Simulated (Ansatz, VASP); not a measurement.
Mg: VASP beside Ansatz

```
Mg
1.0
    -1.80443    1.80443    1.80443
     1.80443   -1.80443    1.80443
     1.80443    1.80443   -1.80443
Mg
1
Direct
  0.00000 0.00000 0.00000
```

Alike in both runs: functional BLYP; k mesh 12 × 12 × 12; occupations fermi-dirac, width 0.1 eV; no spin polarisation.

Ansatz relaxed the structure, and its values are those at the end. VASP's run is a single point on that final structure, the one shown.

|  | VASP | Ansatz |
| --- | --- | --- |
| version | VASP 6.6.1 | Ansatz 0.2.0 |
| potentials or method | VASP PAW PBE potentials, release 64 (Mg) | plane waves (420 eV) with PAW, scalar-relativistic |
| plane-wave cutoff (eV) | 520 | 420 |
| valence electrons in the cell | 2 | 10 |

|  | VASP | Ansatz | Ansatz less VASP |
| --- | --- | --- | --- |
| pressure (GPa) | 0.0 | 0.0 | +0.05 |

The two sets of potentials don't hold the same shells in valence.

Caveats: the PAW data sets were made with another functional, which shifts forces and pressure a little (VASP).
